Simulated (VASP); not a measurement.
# CoSi (Pm-3m) in VASP: a series of runs, part 2 of 2

VASP 6.6.1. The steps go on from the part before.

**4. Single point, PBEsol, collinear spin, ferromagnetic start**

INCAR

```
ADDGRID = False
ALGO = Normal
EDIFF = 1E-7
ENCUT = 900
GGA = PS
ISIF = 2
ISMEAR = 1
ISPIN = 2
LASPH = True
LCHARG = False
LMAXMIX = 4
LORBIT = 11
LREAL = False
LWAVE = False
MAGMOM = 2 0
NELM = 100
PREC = Accurate
SIGMA = 0.15
```

KPOINTS

```
k-points
0
Gamma
  12 12 12
```

POSCAR

```
CoSi
1.0
    2.7813340000      0.0000000000      0.0000000000
    0.0000000000      2.7813340000      0.0000000000
    0.0000000000      0.0000000000      2.7813340000
Co Si
1 1
Direct
    0.0000000000      0.0000000000      0.0000000000
    0.5000000000      0.5000000000      0.5000000000
```

Potentials or basis: VASP PAW PBE potentials, release 64 (Co, Si).

Run with:

```console
$ cat potpaw_PBE.64/Co/POTCAR potpaw_PBE.64/Si/POTCAR > POTCAR
$ mpirun -np 1 vasp_std > vasp.out
```

OUTCAR:

```text
EDIFF = 1E-7
   ENCUT = 900
   GGA = PS
   ISIF = 2
   ISMEAR = 1
   ISPIN = 2
   LASPH = True
   LORBIT = 11
   LREAL = False
   NELM = 100
   PREC = Accurate

 Found     84 irreducible k-points:

 Following reciprocal coordinates:
            Coordinates               Weight
  0.000000  0.000000  0.000000      1.000000
  0.083333  0.000000  0.000000      6.000000
  0.166667  0.000000  0.000000      6.000000
  0.250000  0.000000  0.000000      6.000000
  0.333333  0.000000  0.000000      6.000000
  0.416667  0.000000  0.000000      6.000000
[... 260 lines left out ...]

 VOLUME and BASIS-vectors are now :
 -----------------------------------------------------------------------------
  energy-cutoff  :      900.00
  volume of cell :       21.52
      direct lattice vectors                 reciprocal lattice vectors
     2.781334000  0.000000000  0.000000000     0.359539703  0.000000000  0.000000000
     0.000000000  2.781334000  0.000000000     0.000000000  0.359539703  0.000000000
     0.000000000  0.000000000  2.781334000     0.000000000  0.000000000  0.359539703

 POSITION                                       TOTAL-FORCE (eV/Angst)
 -----------------------------------------------------------------------------------
      0.00000      0.00000      0.00000         0.000000      0.000000      0.000000
      1.39067      1.39067      1.39067         0.000000      0.000000      0.000000
 -----------------------------------------------------------------------------------
    total drift:                               -0.000000     -0.000000     -0.000000

  FREE ENERGIE OF THE ION-ELECTRON SYSTEM (eV)
  ---------------------------------------------------
  free  energy   TOTEN  =       -14.5327623584 eV

  energy  without entropy=      -14.5287295420  energy(sigma->0) =      -14.53141809

 total charge

# of ion       s       p       d       tot
------------------------------------------
    1        0.441   0.593   7.586   8.619
    2        0.706   0.862   0.000   1.568
--------------------------------------------------
tot          1.147   1.455   7.586  10.188

 magnetization (x)

# of ion       s       p       d       tot
------------------------------------------
    1        0.007   0.002   0.510   0.520
    2        0.002   0.011   0.000   0.013
--------------------------------------------------
tot          0.010   0.013   0.510   0.533
```

OSZICAR:

```text
N       E                     dE             d eps       ncg     rms          rms(c)
DAV:   1     0.613961423123E+02    0.61396E+02   -0.82284E+03  3704   0.193E+03
DAV:   2    -0.130536628862E+02   -0.74450E+02   -0.69668E+02  3717   0.264E+02
DAV:   3    -0.160497251700E+02   -0.29961E+01   -0.28846E+01  4371   0.611E+01
DAV:   4    -0.161089155964E+02   -0.59190E-01   -0.59032E-01  4423   0.738E+00
DAV:   5    -0.161103972986E+02   -0.14817E-02   -0.14815E-02  4381   0.126E+00    0.158E+01
DAV:   6    -0.190963081531E+02   -0.29859E+01   -0.54379E+01  4233   0.127E+02    0.179E+01
DAV:   7    -0.145474055125E+02    0.45489E+01   -0.25401E+01  4405   0.859E+01    0.267E+00
DAV:   8    -0.145503208873E+02   -0.29154E-02   -0.52194E-01  4287   0.639E+00    0.153E+00
DAV:   9    -0.145338723560E+02    0.16449E-01   -0.46111E-02  4721   0.344E+00    0.595E-01
DAV:  10    -0.145330164197E+02    0.85594E-03   -0.89188E-04  4720   0.315E-01    0.203E-01
DAV:  11    -0.145327812572E+02    0.23516E-03   -0.48245E-04  4391   0.282E-01    0.112E-01
DAV:  12    -0.145327729349E+02    0.83223E-05   -0.18662E-04  4778   0.196E-01    0.408E-02
DAV:  13    -0.145327637279E+02    0.92070E-05   -0.47549E-06  4166   0.213E-02    0.116E-02
DAV:  14    -0.145327630816E+02    0.64631E-06   -0.71587E-07  4284   0.124E-02    0.633E-03
DAV:  15    -0.145327623801E+02    0.70159E-06   -0.15347E-06  4833   0.150E-02    0.890E-04
DAV:  16    -0.145327623584E+02    0.21613E-07   -0.46063E-08  2127   0.238E-03
   1 F= -.14532762E+02 E0= -.14531418E+02  d E =-.403282E-02  mag=     0.5232
```

stdout:

```text
POSCAR found type information on POSCAR CoSi
 POSCAR found :  2 types and       2 ions
 scaLAPACK will be used
 -----------------------------------------------------------------------------
|                                                                             |
|                                                                             |
|     You enforced a specific xc type in the INCAR file but a different       |
|     I HOPE YOU KNOW WHAT YOU ARE DOING!                                     |
|                                                                             |
 -----------------------------------------------------------------------------

 LDA part: xc-table for (Slater+PW92), standard interpolation
 POSCAR, INCAR and KPOINTS ok, starting setup
 FFT: planning ... GRIDC
 FFT: planning ... GRID_SOFT
 FFT: planning ... GRID
 WAVECAR not read
 entering main loop
```

Run time: 32 s. Hardware: 1 thread of Intel Xeon 6975P-C (Granite Rapids), shared host; peak memory 0.23 GiB.

These settings aren't checked as converged: the numbers below hold their error.

Results:

```yaml
Free_energy: -14.5328 eV
Pressure: -6.8 GPa
Band_gap_on_the_k_mesh: none (metal or under the smearing width)
Net_moment: 0.52 μB per cell
Site_moments: Co +0.52; Si +0.01 μB
Valence_electrons_inside_the_program's_atomic_spheres: Co 8.62; Si 1.57
```

Caveat: the PAW data sets were made with another functional, which shifts forces and pressure a little.

**5. Single point, PBEsol, collinear spin, ferromagnetic start**

INCAR: that of step 4 with these lines changed.

```diff
@@ -3,3 +3,3 @@
 EDIFF = 1E-7
-ENCUT = 900
+ENCUT = 450
 GGA = PS
```

KPOINTS

```
k-points
0
Gamma
  17 17 17
```

POSCAR is that of step 4.

Run with:

```console
$ cat potpaw_PBE.64/Co/POTCAR potpaw_PBE.64/Si/POTCAR > POTCAR
$ mpirun -np 1 vasp_std > vasp.out
```

Run time: 23 s. Hardware: 1 thread of Intel Xeon 6975P-C (Granite Rapids), shared host; peak memory 0.17 GiB.

These settings aren't checked as converged: the numbers below hold their error.

Results:

* Free energy: -14.5350 eV
* Pressure: -6.6 GPa
* Band gap on the k mesh: none (metal or under the smearing width)
* Net moment: 0.51 μB per cell
* Site moments: Co +0.52; Si +0.01 μB
* Valence electrons inside the program's atomic spheres: Co 8.62; Si 1.57

Caveat: the PAW data sets were made with another functional, which shifts forces and pressure a little.

**6. Single point, PBEsol, collinear spin, ferromagnetic start**

INCAR: that of step 5 with these lines changed.

```diff
@@ -3,3 +3,3 @@
 EDIFF = 1E-7
-ENCUT = 450
+ENCUT = 700
 GGA = PS
```

KPOINTS

```
k-points
0
Gamma
  15 15 15
```

POSCAR is that of step 5.

Potentials or basis: VASP PAW PBE potentials, release 64 (Co, Si).

Run with:

```console
$ cat potpaw_PBE.64/Co/POTCAR potpaw_PBE.64/Si/POTCAR > POTCAR
$ mpirun -np 1 vasp_std > vasp.out
```

Run time: 23 s. Hardware: 1 thread of Intel Xeon 6975P-C (Granite Rapids), shared host; peak memory 0.2 GiB.

The run converged, but some of its settings lie outside the range that counts as converged, so its numbers aren't taken as properties of the crystal.

Results:

```
Free energy                                           : -14.5349 eV
Pressure                                              : -6.5 GPa
Band gap on the k mesh                                : none (metal or under the smearing width)
Net moment                                            : 0.53 μB per cell
Site moments                                          : Co +0.53; Si +0.01 μB
Valence electrons inside the program's atomic spheres : Co 8.62; Si 1.57
```

Caveat: the PAW data sets were made with another functional, which shifts forces and pressure a little.
